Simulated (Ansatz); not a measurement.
## Kick test of a cell of Si₂Ge

It was reached by relaxing an invented guess, and it needn't be the stable form of this composition.

Level of theory: DFT PBE, scalar-relativistic, plane waves, PAW in Ansatz 0.2.0. Settings: cutoff 420 eV, Γ-centred mesh 12×12×4 on the computed 6-atom cell, Gaussian smearing of 0.10 eV; no spin polarisation.

The cell below (6 atoms, space group P-3m1 (No. 164)) is relaxed within its symmetry.

```cif
data_structure
_symmetry_space_group_name_H-M 'P 1'
_symmetry_Int_Tables_number 1
_cell_length_a 3.5674
_cell_length_b 3.5674
_cell_length_c 9.7139
_cell_angle_alpha 90.000
_cell_angle_beta 90.000
_cell_angle_gamma 120.000
_cell_volume 107.06
loop_
_atom_site_label
_atom_site_type_symbol
_atom_site_fract_x
_atom_site_fract_y
_atom_site_fract_z
_atom_site_occupancy
Si1 Si 0.33333 0.66667 0.72775 1
Si2 Si 0.33333 0.66667 0.41410 1
Si3 Si 0.66667 0.33333 0.27225 1
Si4 Si 0.66667 0.33333 0.58590 1
Ge1 Ge 0.33333 0.66667 0.10102 1
Ge2 Ge 0.66667 0.33333 0.89898 1
```

For the test a repeat of it with 12 atoms (edges 3.57, 6.18, 9.71 Å) was strained at random (σ = 1.5 % a component), the atoms were moved at random (σ = 0.10 Å), and all was relaxed again on a coarse 6×4×2 mesh (in the run’s order of axes) with 0.20 eV smearing, with no symmetry imposed.

**Question.** Does it come back?

**Answer.** It returns, within 2 meV/atom of the unmoved cell on that mesh and with the same symmetry when read at 0.1 Å (P-1 at 0.01 Å, so small strains and shifts remain). So it is stable against the distortions that fit this cell and that this random move excites. Modes that don't fit the cell aren't tested. Another cell of Si2Ge relaxed alike, in P-3m1, lies 0.36 eV/atom lower, so this cell isn't the stable form at this level.
